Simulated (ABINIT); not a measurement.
Be:

```
Be
1.0
     2.28530    0.00000    0.00000
    -1.14265    1.97913    0.00000
     0.00000    0.00000    3.58420
Be
2
Direct
  0.66667 0.33333 0.75000
  0.33333 0.66667 0.25000
```

Base run:

| Property | Result |
| --- | --- |
| Program | ABINIT 10.8.3 (patched build) |
| Functional | r2SCAN |
| Potentials or basis | JTH PAW PBE v2.0 |
| Cutoff | 626 eV |
| k mesh | 13 × 13 × 8 |
| Occupations | fermi-dirac, width 0.05 eV |
| Spin | no spin polarisation |

Its results: band gap on the k mesh none (metal or under the smearing width); pressure -3.0 GPa.

Task: After a change of settings the same cell gave: band gap on the k mesh none (metal or under the smearing width); pressure -4.0 GPa. Which change was it?
A. functional from r2SCAN to WC
B. functional from r2SCAN to LDA
C. functional from r2SCAN to SCAN
D. functional from r2SCAN to revPBE

Result: A.

Caveats: the PAW data sets were made with another functional, which shifts forces and pressure a little.
